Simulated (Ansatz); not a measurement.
# What strain does to CaSe (CsCl type)

CaSe (CsCl type), relaxed with r2SCAN in Ansatz 0.2.0. Space group Pm-3m (No. 221), cubic; conventional cell a = 3.635 Å, 24.01 Å³ an atom. Ca has 8 Se at 3.15 Å; Se has 8 Ca at 3.15 Å.

The axes x, y and z are those of this cell:
```
Ca Se
1.0
     3.63478    0.00000    0.00000
     0.00000    3.63478    0.00000
     0.00000    0.00000    3.63478
Ca Se
1 1
Direct
  0.00000 0.00000 0.00000
  0.50000 0.50000 0.50000
```

Unstrained: With PBE the gap is 0.771 eV and direct, at M. With r2SCAN the gap is 1.236 eV and direct, at M. The HSE06 gap is direct at M: 1.540 eV. Meshes: PBE 8×8×8, r2SCAN 8×8×8, HSE06 6×6×6. Strains are changes of length per length, and xy shears are angles. After each strain the atoms were relaxed again with r2SCAN within the symmetry that the strain leaves, so tilts or polar shifts that break it weren't tested; points keep the names that they have in the unstrained zone. No spin polarisation. The prototype was imposed, so other structures may be more stable.

Changes of the least gap in eV (an overlap counts as a negative gap):

| strain | volume change (%) | space group | PBE | r2SCAN | HSE06 | energy rise, r2SCAN (meV/atom) |
| --- | --- | --- | --- | --- | --- | --- |
| uniaxial +3.95 % along x | +4.0 | P4/mmm | -0.141 | -0.150 | -0.152 | 18.6 |
| biaxial +5.93 % in x and y, z held | +12.2 | P4/mmm | -0.427 | -0.453 | -0.460 | 77.8 |
| xy shear, engineering strain (angle) +1.84 % | 0.0 | Cmmm | +0.001 | +0.002 | +0.002 | 0.0 |

Uniaxial +3.95 % along x, other directions held. HSE06: the gap goes from 1.540 to 1.388 eV (-0.152 eV). Stress change with r2SCAN, compression positive: xx -6.00, yy +0.12, zz +0.12 GPa.

Biaxial +5.93 % in x and y, z held. HSE06: the gap goes from 1.540 to 1.080 eV (-0.460 eV). Stress change with r2SCAN, compression positive: xx -7.66, yy -7.66, zz +0.67 GPa.

Xy shear, engineering strain (angle) +1.84 %. HSE06: the gap goes from 1.540 to 1.542 eV (+0.002 eV); the edges move from M to M → M [(0, 1/2, 1/2)]; least and direct gap lie within 0.04 eV, so its kind isn't settled. Stress change with r2SCAN, compression positive: xx +0.02, yy +0.02, zz +0.02, xy +0.03 GPa.

Spin-orbit coupling is left out.

The meshes of the hybrids are coarse, so their gaps aren't converged to the digits shown.
